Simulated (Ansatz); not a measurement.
Three antifluorite compounds, relaxed with r2SCAN in Ansatz. Spin-unpolarised throughout; all numbers are computed.

```json
{"compound": "Mg2Ge", "a (Å)": "6.366", "gap, HSE06 (eV)": "0.51 (Γ → X)"}
{"compound": "Mg2Sn", "a (Å)": "6.760", "gap, HSE06 (eV)": "0.20 (Γ → X)"}
{"compound": "Na2S", "a (Å)": "6.511", "gap, HSE06 (eV)": "not needed"}
```

(1) What is the misfit strain of a coherent Mg₂Ge film on Na₂S?

(2) By Vegard's law, which share x of Mg₂Sn in (Mg₂Ge)₁₋ₓ(Mg₂Sn)ₓ matches the substrate?

(3) Without bowing, what gap would that alloy have?

Answers

(1) ε∥ = (a_sub − a_film)/a_film = (6.511 − 6.366)/6.366 = +2.28 %: the film is in tension in the plane. At this size it stays coherent only while very thin.

(2) (1 − x) × 6.366 + x × 6.760 = 6.511 gives x = (6.511 − 6.366)/(6.760 − 6.366) = 0.368.

(3) (1 − 0.368) × 0.51 + 0.368 × 0.20 = 0.40 eV with HSE06. Bowing would lower it by b x(1 − x) = 0.233 b.

Spin-orbit coupling is left out, which matters wherever the heavy atoms make up the band edges.

The meshes of the hybrids are coarse, so their gaps aren't converged to the digits shown.
